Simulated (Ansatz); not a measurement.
# Calculated with Ansatz: LiBr, relaxation

Input:

```yaml
crystal:
  lattice:
    - [0.0, 2.784963, 2.784963]
    - [2.784963, 0.0, 2.784963]
    - [2.784963, 2.784963, 0.0]
  atoms:
    - { symbol: Li, position: [0.0, 0.0, 0.0] }
    - { symbol: Br, position: [0.5, 0.5, 0.5] }
  symmetry: { tolerance: 0.0003 }
kpoints:
  mp_grid: { grid: [8, 8, 8], shift: [0, 0, 0] }
magnetization:
  noncollinear: true
  spin_orbit: true
scf:
  occupations: { method: fermi_dirac }
  lower_state_search: "off"
hamiltonian:
  pseudopotentials: { kind: paw_fr }
  xc: r2scan
basis:
  ecutwfc: 500
  fft_grid_basis: typed
relax:
  max_steps: 80
  cell: { p_target: 0.0 }
output:
  forces: true
  stress: true
  eigenvalues: true
  bader: true
  populations: true
  elf: true
  write_potential: true
  volumetric_format: npy
  dos:
    e_range: [-12, 8]
    de: 0.05
    projected: { site_lists: { Br: [Br], Li: [Li] } }
    method: { smearing: { sigma: 0.1, scheme: gaussian } }
  write_density: true
checkpoint:
  read: saved_state
```

The command:

```bash
ansatz run input.yaml --threads 2 --pin off --max-ram 3584MiB --backend cpu --events-out ev --progress --plain --runs-dir out
```

Origin of the cell: a database entry, scaled a little.

The smearing width isn't typed, so it takes its default of 0.1 eV.

The saved state is a converged single point of the same cell.

Steps («new basis» is an SCF on plane waves selected anew at the same cell):

| step | ΔF (meV/atom) | max force component (eV/Å) | P (GPa) | volume (Å³) | SCF iterations | step was |
| --- | --- | --- | --- | --- | --- | --- |
| 1 | 0.0 | 0.000 | -1.21 | 43.20 | 5 | accepted |
| 2 | -4.2 | 0.000 | 0.06 | 41.07 | 5 | accepted |
| 3 | -4.2 | 0.000 | 0.00 | 41.16 | 4 | accepted |
| 4 | -4.0 | 0.000 | 0.00 | 41.16 | 5 | new basis |

The starting structure.

Space group Fm-3m (No. 225); the run's cell has a = 3.939 Å, b = 3.939 Å, c = 3.939 Å, α = 60.00°, β = 60.00°, γ = 60.00°. Shortest distances: Br–Li 2.78 Å.

After:

Space group Fm-3m (No. 225); the run's cell has a = 3.876 Å, b = 3.876 Å, c = 3.876 Å, α = 60.00°, β = 60.00°, γ = 60.00°. Shortest distances: Br–Li 2.74 Å.

```yaml
crystal:
  lattice:
    - [0.00000, 2.74044, 2.74044]
    - [2.74044, 0.00000, 2.74044]
    - [2.74044, 2.74044, 0.00000]
  atoms:
    - { symbol: Li, position: [0.00000, 0.00000, 0.00000] }
    - { symbol: Br, position: [0.50000, 0.50000, 0.50000] }
```

```
Free energy lowered by  : 4.0 meV/atom
Volume change           : -4.72 %
Final pressure          : 0.00 GPa
Relaxation steps listed : 4
```

Caveats: the relaxation held the start's symmetry, so the end may be a saddle point.

Time: 18 s of wall time on 2 CPU thread(s) of a shared host, from a saved density.
